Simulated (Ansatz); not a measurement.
SnSe2:

```
Sn Se
1.0
     3.81100    0.00000    0.00000
    -1.90550    3.30042    0.00000
     0.00000    0.00000    6.13600
Sn Se
1 2
Direct
  0.00000 0.00000 0.00000
  0.66667 0.33333 0.75100
  0.33333 0.66667 0.24900
```

```yaml
Program: Ansatz 0.2.0
Task: single point
Functional: PBE
Potentials_or_basis: Ansatz PAW
Cutoff: "420 eV (not typed: the program's choice for these potentials)"
k_mesh: 8 × 8 × 5
Occupations: fermi-dirac, width 0.05 eV
Spin: no spin polarisation
```

On this cell: pressure 5.5 GPa; largest force 0.787 eV/Å; band gap on the k mesh 0.81 eV, indirect (least direct gap 1.10 eV).

The same run follows on a disturbed copy (atoms moved at random, drawn with an rms of 0.05 Å):

```xyz
3
Lattice="3.8110 0.0000 0.0000 -1.9055 3.3004 0.0000 0.0000 0.0000 6.1360" Properties=species:S:1:pos:R:3 pbc="T T T"
Sn   -0.0040   -0.0133   -0.0115
Se    1.8972    1.1299    4.5987
Se   -0.0040    2.2062    1.5534
```

Q: What does the disturbed cell give?

A: The energy moves by -5.7 meV/atom; pressure 4.9 GPa; largest force 0.789 eV/Å; band gap on the k mesh 0.75 eV, indirect (least direct gap 1.10 eV).

Forces on the atoms (eV/Å):
```
Sn  -0.013  0.212  0.325
Se   0.017 -0.176 -0.769
Se  -0.004 -0.036  0.445
```

Stress tensor (GPa, compression positive):
```
 4.43  0.01 -0.05
 0.01  4.67  0.37
-0.05  0.37  5.53
```

Caveats: odd divisions of the mesh miss points on the zone boundary, where band edges often lie, so the gap on the mesh can be too wide; spin-orbit coupling is left out, which moves the levels of the heavy elements; this functional lacks dispersion, which binds the layers, so the pressure and a relaxed spacing across them are unreliable (some runs).

A k mesh can miss the band edges.
